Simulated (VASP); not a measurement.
# MoS2 (P6_3/mmc) in VASP: notebook, part 2 of 2

VASP 6.6.1.

### 3 Relaxation of cell and atoms, PBE

This run uses another cell than the first one, of 17.86 Å³/atom, 1.033 times its volume.

File INCAR:

```
  ALGO = Normal
  EDIFF = 1E-6
  EDIFFG = -0.01
  ENCUT = 600
  GGA = PE
  IBRION = 2
  ISIF = 3
  ISMEAR = 0
  KPAR = 2
  LASPH = True
  LCHARG = False
  LREAL = False
  LWAVE = False
  NELM = 80
  NSW = 90
  PREC = Accurate
  SIGMA = 0.03
```

File KPOINTS:

```
k-points
0
Gamma
  12 12 3
```

File POSCAR:

```
MoS2
1.0
    3.1690000000      0.0000000000      0.0000000000
   -1.5845000000      2.7444345046      0.0000000000
    0.0000000000      0.0000000000     12.3240000000
Mo S
2 4
Direct
    0.3333333333      0.6666666667      0.2500000000
    0.6666666667      0.3333333333      0.7500000000
    0.3333333333      0.6666666667      0.6230000000
    0.6666666667      0.3333333333      0.1230000000
    0.3333333333      0.6666666667      0.8770000000
    0.6666666667      0.3333333333      0.3770000000
```

Potentials or basis: VASP PAW PBE potentials, release 64 (Mo_sv, S).

Run with:

```
$ cat potpaw_PBE.64/Mo_sv/POTCAR potpaw_PBE.64/S/POTCAR > POTCAR
$ mpirun -np 2 vasp_std > vasp.out
```

OUTCAR:

```text
EDIFF = 1E-6
   EDIFFG = -0.01
   ENCUT = 600
   GGA = PE
   IBRION = 2
   ISIF = 3
   ISMEAR = 0
   LASPH = True
   LREAL = False
   NELM = 80
   NSW = 90
   PREC = Accurate

 ion  position               nearest neighbor table
   1  0.333  0.667  0.250-   4 2.41   6 2.41   4 2.41   6 2.41   4 2.41   6 2.41
   2  0.667  0.333  0.750-   3 2.41   5 2.41   3 2.41   5 2.41   3 2.41   5 2.41
   3  0.333  0.667  0.623-   2 2.41   2 2.41   2 2.41
   4  0.667  0.333  0.123-   1 2.41   1 2.41   1 2.41
   5  0.333  0.667  0.877-   2 2.41   2 2.41   2 2.41
   6  0.667  0.333  0.377-   1 2.41   1 2.41   1 2.41

  LATTYP: Found a hexagonal cell.
 ALAT       =     3.1690000000
 C/A-ratio  =     3.8889239508

  Lattice vectors:

 A1 = (   3.1690000000,   0.0000000000,   0.0000000000)
 A2 = (  -1.5845000000,   2.7444345046,   0.0000000000)
 A3 = (   0.0000000000,   0.0000000000,  12.3240000000)

[... 1129 lines left out ...]

[... ionic steps 4 to 27 ...]

--------------------------------------- Ionic step       28  -------------------------------------------

 number of electron      51.9999993 magnetization

------------------------ aborting loop because EDIFF is reached ----------------------------------------
[... 75 lines left out ...]
--------------------------------------- Ionic step       30  -------------------------------------------

 number of electron      51.9999998 magnetization

 Free energy of the ion-electron system (eV)
  ---------------------------------------------------
  ext. energy  EPLUGINS =         0.00000000
  ---------------------------------------------------
  free energy    TOTEN  =       -43.70784108 eV

  energy without entropy =      -43.70784108  energy(sigma->0) =      -43.70784108

 E-fermi :   5.3807     XC(G=0):  -9.6762

 val. band max:        5.1963385657   @ k =   0.0000   0.0000   0.0000
 cond. band min:       6.6034017631   @ k =   0.3333   0.3333   0.0000
 fundamental gap:      1.4070631973
 Fermi energy:         5.3807392212

 k-point     1 :       0.0000    0.0000    0.0000
  band No.  band energies     occupation
      1     -55.9307      2.00000
      2     -55.9307      2.00000
      3     -30.0691      2.00000
      4     -30.0691      2.00000
      5     -29.8667      2.00000
      6     -29.8667      2.00000
[... 840 lines left out ...]
  FREE ENERGIE OF THE ION-ELECTRON SYSTEM (eV)
  ---------------------------------------------------
  free  energy   TOTEN  =       -43.7078410790 eV

  energy  without entropy=      -43.7078410790  energy(sigma->0) =      -43.70784108

 reached required accuracy - stopping structural energy minimisation
```

OSZICAR:

```text
N       E                     dE             d eps       ncg     rms          rms(c)
DAV:   1     0.496259324228E+03    0.49626E+03   -0.31962E+04  2628   0.178E+03
DAV:   2    -0.163375580850E+02   -0.51260E+03   -0.50147E+03  2865   0.424E+02
DAV:   3    -0.458352531801E+02   -0.29498E+02   -0.29002E+02  3031   0.858E+01
[... 310 lines left out ...]
DAV:   3    -0.437078571130E+02    0.61568E-04   -0.22958E-04  2668   0.764E-02    0.369E-02
DAV:   4    -0.437078438186E+02    0.13294E-04   -0.68822E-05  2568   0.413E-02    0.236E-02
DAV:   5    -0.437078427796E+02    0.10390E-05   -0.22977E-06  2080   0.816E-03    0.123E-02
DAV:   6    -0.437078414170E+02    0.13626E-05   -0.22171E-06  1706   0.719E-03    0.208E-03
DAV:   7    -0.437078410790E+02    0.33803E-06   -0.49372E-07  1241   0.439E-03
  30 F= -.43707841E+02 E0= -.43707841E+02  d E =-.311535E-03
```

CONTCAR:

```text
MoS2
   1.00000000000000
     3.1841422937732244    0.0000000000000000    0.0000000000000000
    -1.5920711468866122    2.7575481156792598   -0.0000000000000000
     0.0000000000000000   -0.0000000000000000   14.3321729864510878
  Mo              S
     2     4
Direct
     0.3333333332999970    0.6666666667000030    0.2500000000000000
     0.6666666667000030    0.3333333332999970    0.7500000000000000
     0.3333333332999970    0.6666666667000030    0.6409914011311042
     0.6666666667000030    0.3333333332999970    0.1409914011311040
     0.3333333332999970    0.6666666667000030    0.8590085988688958
     0.6666666667000030    0.3333333332999970    0.3590085988688960

  0.00000000E+00  0.00000000E+00  0.00000000E+00
  0.00000000E+00  0.00000000E+00  0.00000000E+00
  0.00000000E+00  0.00000000E+00  0.00000000E+00
  0.00000000E+00  0.00000000E+00  0.00000000E+00
  0.00000000E+00  0.00000000E+00  0.00000000E+00
  0.00000000E+00  0.00000000E+00  0.00000000E+00
```

It took 16 min on 2 MPI ranks of Intel Xeon 6975P-C (Granite Rapids), shared host; peak memory 0.34 GiB.

Results:

| Property | Result |
| --- | --- |
| Free energy | -43.7078 eV |
| Relaxed volume | 20.97 Å³/atom |
| Relaxed cell | a = 3.184 Å, b = 3.184 Å, c = 14.332 Å, α = 90.00°, β = 90.00°, γ = 120.00° |
| Space group after relaxing (to 0.05 Å) | P6_3/mmc (No. 194) |
| Energy gained by relaxing | 15.4 meV/atom |
| Ionic steps | 30 |
| Pressure after relaxing | 0.0 GPa |
| Largest force after relaxing | 0.004 eV/Å |
| Band gap on the k mesh | 1.41 eV, indirect (least direct gap 1.67 eV) |

Forces in eV/Å, atoms in the order of the input:
```
Mo   0.000  0.000  0.000
Mo   0.000  0.000  0.000
S    0.000  0.000  0.004
S    0.000  0.000  0.004
S    0.000  0.000 -0.004
S    0.000  0.000 -0.004
```

The path:
| step | energy change (eV) | largest force (eV/Å) | pressure (GPa) | volume (Å³) |
| --- | --- | --- | --- | --- |
| 1 | 0.0000 | 0.0787 | 1.84 | 107.18 |
| 2 | -0.0015 | 0.4792 | -2.05 | 110.41 |
| 3 | -0.0099 | 0.2915 | -0.20 | 108.85 |
| 4 | -0.0225 | 0.1768 | -0.19 | 109.79 |
| 5 | -0.0311 | 0.0806 | -0.02 | 111.87 |
| 6 | -0.0372 | 0.0753 | -0.07 | 112.36 |
| 7 | -0.0525 | 0.0618 | -0.21 | 113.84 |
| 8 | -0.0728 | 0.0454 | -0.31 | 116.80 |
| 9 | -0.0894 | 0.0720 | 0.00 | 122.66 |
| 10 | -0.0911 | 0.0964 | 0.25 | 125.35 |
| 11 | -0.0851 | 0.2081 | 1.01 | 130.70 |
| 12 | -0.0031 | 0.7818 | -4.25 | 137.63 |
| 13 | -0.0890 | 0.0200 | -0.02 | 131.94 |
| 14 | -0.0890 | 0.0240 | -0.02 | 131.91 |
| 15 | -0.0880 | 0.1176 | 0.51 | 131.31 |
| 16 | -0.0890 | 0.0279 | 0.02 | 131.89 |
| 17 | -0.0891 | 0.0208 | 0.05 | 131.65 |
| 18 | -0.0893 | 0.0069 | 0.11 | 131.20 |
| 19 | -0.0894 | 0.0015 | 0.08 | 131.16 |
| 20 | -0.0896 | 0.0140 | -0.03 | 131.05 |
| 21 | -0.0898 | 0.0453 | -0.24 | 130.82 |
| 22 | -0.0898 | 0.0443 | -0.23 | 130.77 |
| 23 | -0.0900 | 0.0396 | -0.23 | 130.62 |
| 24 | -0.0903 | 0.0301 | -0.23 | 130.30 |
| 25 | -0.0908 | 0.0114 | -0.21 | 129.68 |
| 26 | -0.0912 | 0.0293 | -0.14 | 128.43 |
| 27 | -0.0915 | 0.0344 | -0.06 | 127.89 |
| 28 | -0.0920 | 0.0509 | 0.22 | 126.28 |
| 29 | -0.0923 | 0.0121 | -0.04 | 125.77 |
| 30 | -0.0923 | 0.0037 | 0.00 | 125.84 |

Final structure:
```
CELL_PARAMETERS angstrom
3.18414 0.00000 0.00000
-1.59207 2.75755 0.00000
0.00000 0.00000 14.33217
ATOMIC_POSITIONS crystal
Mo 0.33333 0.66667 0.25000
Mo 0.66667 0.33333 0.75000
S 0.33333 0.66667 0.64099
S 0.66667 0.33333 0.14099
S 0.33333 0.66667 0.85901
S 0.66667 0.33333 0.35901
```

Caveat: the volume moved by over 15 % at a fixed basis, so the end points are rough; an odd mesh through Γ misses points on the zone boundary, where band edges often lie; this functional lacks dispersion, which binds the layers, so the pressure and a relaxed spacing across them are unreliable, and here the layers came unbound; the volume moved by +17 % from the deposited cell, more than functionals usually miss.
